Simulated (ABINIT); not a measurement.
The system is BeTe.

```xyz
2
Lattice="0.0000 2.7700 2.7700 2.7700 0.0000 2.7700 2.7700 2.7700 0.0000" Properties=species:S:1:pos:R:3 pbc="T T T"
Te    4.1550    4.1550    4.1550
Be    0.0000    0.0000    0.0000
```

Base run:

* Program: ABINIT 10.8.3 (patched build)
* Functional: PBE0
* Potentials or basis: SG15 NC PBE v1.2
* Cutoff: 707 eV
* k mesh: 6 × 6 × 6
* Occupations: fermi-dirac, width 0.05 eV
* Spin: no spin polarisation

Its results: band gap on the k mesh 5.52 eV, indirect (least direct gap 7.64 eV).

Problem. After a change of settings the same cell gave: band gap on the k mesh 2.22 eV, indirect (least direct gap 3.99 eV). Which change was it?
A. share of exact exchange from 0.5 to 0.35
B. share of exact exchange from 0.5 to 0.15
C. share of exact exchange from 0.5 to 0.25
D. share of exact exchange from 0.5 to 0.05

Solution. D.

Caveats: exact exchange is summed on a coarse mesh, which widens gaps by tenths of an eV; spin-orbit coupling is left out, which moves the levels of the heavy elements.
